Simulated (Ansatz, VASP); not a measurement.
One calculation of SnH7, two programs

```xyz
8
Lattice="0.0000 3.3842 3.3842 3.3842 0.0000 3.3842 3.3842 3.3842 0.0000" Properties=species:S:1:pos:R:3 pbc="T T T"
Sn    0.0000    0.0000    0.0000
H     3.3842    3.3842    3.3842
H     0.0000    1.6921    1.6921
H     1.6921    3.3842    1.6921
H     3.3842    1.6921    1.6921
H     1.6921    0.0000    1.6921
H     1.6921    1.6921    3.3842
H     1.6921    1.6921    0.0000
```

Change from the starting cell: species swapped into the CuPt7 type (Fm-3m, No. 225).

Alike in both runs: task relaxation of cell and atoms; functional PBE; k mesh 4 × 4 × 4; occupations gaussian, width 0.1 eV; no spin polarisation.

```csv
,VASP,Ansatz
version,VASP 6.6.1,Ansatz 0.2.0
potentials or method,"VASP PAW PBE potentials, release 64 (Sn_d, H)","scalar-relativistic, plane waves, PAW"
plane-wave cutoff (eV),600,420
valence electrons in the cell,21,21
```

```csv
,VASP,Ansatz,Ansatz less VASP
"gap on the k mesh at the Fermi level, each at its own relaxed structure (eV)",none,none,-
relaxed volume (Å³/atom),6.42,6.42,-0.005
relaxed cell length with the largest relative difference (Å),4.173,4.172,-0.0011
energy change over the relaxation (meV/atom),-201,-201,+0.2
```

A gap of «none» marks a metal or a gap that the smearing closes.

Caveats: the k mesh is coarse (spacing up to 0.40 Å⁻¹), so the values aren't converged; the volume moved by over 15 % at a fixed basis, so the end points are rough (VASP).
